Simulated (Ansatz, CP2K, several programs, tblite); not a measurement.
Energy against volume for a 4-atom cell of MgTe started from a crystallographic database, at fixed shape and fractional coordinates, computed by several methods (PBE and r2SCAN, where shown, with plane waves in Ansatz); the cell shown is that of r2SCAN. With free coordinates or axes held, a curve is too stiff, and on another method's shape its minimum isn't the method's own volume. The symmetry is P6_3mc (No. 186, hexagonal); conventional cell a = 4.578 Å, c = 7.456 Å, 33.82 Å³ an atom. Around Mg lie 4 Te at 2.80 Å; around Te lie 4 Mg at 2.80 Å. (Simulation; spin polarisation is off.) Energies count from each curve's lowest point; fits are third-order Birch-Murnaghan.

```
Mg Te
1.0
     4.57751    0.00000    0.00000
    -2.28876    3.96424    0.00000
     0.00000    0.00000    7.45558
Mg Te
2 2
Cartesian
  0.0000 2.6428 0.0328
  2.2888 1.3214 3.7606
  0.0000 2.6428 2.8376
  2.2888 1.3214 6.5654
```

GFN1-xTB (tblite), on the shape of the cell shown, as a cluster of 72 atoms at the zone centre:
```csv
V (Å³/atom),E (meV/atom)
29.764,0.00
31.793,40.97
33.823,107.55
35.852,190.22
37.882,283.11
```
The lowest point is an end point, so the minimum isn't bracketed.

Problem. GFN2-xTB (tblite), on the shape of the cell shown, as a cluster of 72 atoms at the zone centre, gives
```csv
V (Å³/atom),E (meV/atom)
29.764,112.01
31.793,37.95
33.823,4.77
35.852,0.00
37.882,15.13
```
What equilibrium volume and bulk modulus follow?

Solution. V₀ = 35.23 Å³ an atom and B₀ = 30 GPa.

light PBE (260 eV, its own mesh), on the shape of the cell shown:
```
V (Å³/atom)  E (meV/atom)
     31.117         51.92
     32.470         16.50
     33.823         11.10
     35.176          0.00
     36.529         12.46
     37.882         16.38
```
The points scatter about a smooth fit, as a low cutoff and a light mesh can make them, so no fit is quoted.

Problem. PBE, on the shape of its own relaxed cell, gives
```csv
V (Å³/atom),E (meV/atom)
32.422,14.55
33.457,3.43
34.492,0.00
35.527,3.14
36.562,11.92
```
What equilibrium volume and bulk modulus follow?

Solution. V₀ = 34.49 Å³ an atom and B₀ = 34 GPa.

PBE/DZVP (CP2K), on the shape of the cell shown:
```tsv
V (Å³/atom)	E (meV/atom)
29.764	133.03
31.793	57.03
33.823	17.03
35.852	0.00
37.882	15.09
```
The points scatter about a smooth fit, so no fit is quoted.
